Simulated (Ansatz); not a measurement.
AlP at -2.0 GPa: from Born charge to LO–TO splitting and polaron coupling

Method: DFT PBEsol, scalar-relativistic, plane waves, PAW in Ansatz. Settings: 420 eV plane-wave cutoff, Γ-centred 8×8×8 mesh, fixed occupations. No spin polarisation. Phonons by linear response, acoustic sum rule imposed.

The cell is fixed (symmetry leaves no force on the atoms) and stands under -2.0 GPa:
Space group F-43m (No. 216). a = 5.515 Å, b = 5.515 Å, c = 5.515 Å, α = 90.00°, β = 90.00°, γ = 90.00°
| atom | site | symmetry | x | y | z |
| --- | --- | --- | --- | --- | --- |
| Al | 4a | -43m | 0.0000 | 0.0000 | 0.0000 |
| P | 4d | -43m | 0.2500 | 0.2500 | 0.7500 |

The cell is the ideal cubic zincblende prototype. The run warned that the force constants aren't converged on this k mesh, so the frequencies and all that is formed from them are rough.

Linear response gives ν_TO = 421.5 cm⁻¹, Born charges ±2.249 e (positive on Al) and ε∞ = 8.347. The primitive cell holds 41.940 Å³, and the masses are 26.982 and 30.974 amu.

Question: Find ν_LO and the static dielectric constant.

Answer: The long-wave field adds a restoring force: ω_LO² − ω_TO² = Z*²e²/(ε_vac ε∞ μV). In these units ν_LO² − ν_TO² = 4.92064×10⁷ Z*²/(μ V ε∞) cm⁻², with μ = m₁m₂/(m₁ + m₂) = 14.420 amu: 49319 cm⁻². So ν_LO = √(421.5² + 49319) = 476.4 cm⁻¹, and the run gives 476.4. Lyddane–Sachs–Teller then gives ε0 = ε∞ (ν_LO/ν_TO)² = 10.66, against 10.66 in the run (it forms both from the same three quantities, so the match checks the arithmetic only). Between ν_TO and ν_LO the dielectric function is negative and an undamped crystal reflects fully: a reststrahlen band from 21.0 to 23.7 μm.

Question: What do the Clausius–Mossotti polarisability and the Szigeti charge come to?

Answer: With the Lorentz local field, α = (3V/4π)(ε∞ − 1)/(ε∞ + 2) = 7.11 Å³ for the pair, and e_S = 3Z*/(ε∞ + 2) = 0.65 e. The Born charge includes the electrons' response to the dipole's own local field, and e_S takes that enhancement out. The Lorentz field assumes point-like polarisable ions, a poor picture once ε∞ is this large, since the electron clouds then overlap or are shared, so both numbers are formal here.

Question: How strongly does a slow electron couple to the LO mode?

Answer: For one isotropic parabolic band, Fröhlich's constant is α_F = (1/ε∞ − 1/ε0) √(m* Ry/ħω_LO), with Ry = 13.606 eV, ħω_LO = 59.1 meV and m* in free-electron masses: α_F = 0.0260 × 15.18 × √m* = 0.40 √m*. The band mass isn't part of this run; for m* = 0.1, 0.3 and 1 it gives 0.12, 0.22, 0.40. In weak coupling the polaron lies α_F ħω_LO below the band edge (13 meV at m* = 0.3) with a mass m*(1 + α_F/6); past α_F of about 5 or 6 that expansion fails. A semilocal functional's ε∞ tends to be too large, which taken alone lowers α_F.

Cost: 1 run of about 0.43 core-minutes, on Intel Xeon Platinum 8259CL (Skylake/Cascade Lake) (shared hosts).